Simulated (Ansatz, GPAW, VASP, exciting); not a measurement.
## Ge: 4 runs at one level of theory

```
Ge
1.0
     0.00000    2.82891    2.82891
     2.82891    0.00000    2.82891
     2.82891    2.82891    0.00000
Ge
2
Direct
  0.75000 0.75000 0.75000
  0.50000 0.50000 0.50000
```

Alike in all runs: task single point; functional PBE; k mesh 8 × 8 × 8; occupations gaussian, width 0.011 eV; no spin polarisation; no spin-orbit coupling. Pressure is positive in compression and, in plane waves, holds the error of the finite cutoff.

| program and potentials | plane-wave cutoff (eV) | notes | band gap (eV) | pressure (GPa) |
| --- | --- | --- | --- | --- |
| exciting, all-electron LAPW+lo, shipped species files, valence relativity iora* | - | - | 0.03 | - |
| GPAW, GPAW PAW data sets (gpaw-data 1.2.1) | 600 | 4 valence electrons an atom on average | 0.09 | 3.84 |
| VASP, PBE PAW files Ge_d, 520 eV | 520 | 14 valence electrons an atom on average | 0.03 | 3.46 |
| Ansatz, all-electron LAPW, scalar-relativistic | - | - | ? | ? |

**Question.** Estimate from the other rows what the run with Ansatz, all-electron LAPW, scalar-relativistic gave.

**Answer.** Band gap 0.04 eV; pressure 3.55 GPa. The other rows, which needn't bracket it: band gap 0.03 to 0.09; pressure 3.46 to 3.84.
